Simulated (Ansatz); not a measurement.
Wanted: the native input for an Ansatz 0.2.0 run.

- Task: band structure
- Functional: r2SCAN
- Potentials or basis: Ansatz PAW
- Cutoff: 500 eV (not typed: the program's choice for these potentials)
- k mesh: 7 × 7 × 7
- Occupations: fermi-dirac, width 0.05 eV
- Spin: no spin polarisation
- Path: [["G", "X", "M", "G", "R", "X"], ["M", "R"]]
- Points for each segment of the path: 14

Crystal: PbS.

```
Pb S
1.0
     3.65366    0.00000    0.00000
     0.00000    3.65366    0.00000
     0.00000    0.00000    3.65366
Pb S
1 1
Direct
  0.00000 0.00000 0.00000
  0.50000 0.50000 0.50000
```

Measurements of this composition are mostly on another form, of space group No. 225.

One way to write it, as run:

input.yaml

```yaml
crystal:
  lattice:
    - [3.653659, 0.0, 0.0]
    - [0.0, 3.653659, 0.0]
    - [0.0, 0.0, 3.653659]
  atoms:
    - { symbol: Pb, position: [0.0, 0.0, 0.0] }
    - { symbol: S, position: [0.5, 0.5, 0.5] }
hamiltonian:
  xc: r2scan
  pseudopotentials: { kind: paw }
kpoints:
  mp_grid: { grid: [7, 7, 7] }
  band_path:
    path:
      - [[0.0, 0.0, 0.0], [0.0, 0.5, 0.0], [0.5, 0.5, 0.0], [0.0, 0.0, 0.0], [0.5, 0.5, 0.5], [0.0, 0.5, 0.0]]
      - [[0.5, 0.5, 0.0], [0.5, 0.5, 0.5]]
    npoints: 14
scf:
  occupations: { method: fermi_dirac, width: 0.05 }
  n_extra_bands: 6
output:
  forces: true
  stress: true
  eigenvalues: true
  fatbands: true
```

Potentials or basis: Ansatz PAW.

Launch:

```console
$ ansatz run input.yaml --threads 2 --pin off --max-ram 5632MiB --backend cpu --events-out ev --progress --plain --runs-dir out
```

It gave:

| Property | Result |
| --- | --- |
| Pressure | -0.7 GPa |
| Band gap along the path | none (metal or under the smearing width) |

Caveat: spin-orbit coupling is left out, which moves the levels of the heavy elements; the PAW data sets come from PBE, with cores solved anew for the run's functional, which leaves a small shift of forces and pressure.

Run time: 3.6 s on 2 threads of Arm Neoverse V2, on a shared host, peak memory 0.38 GiB.
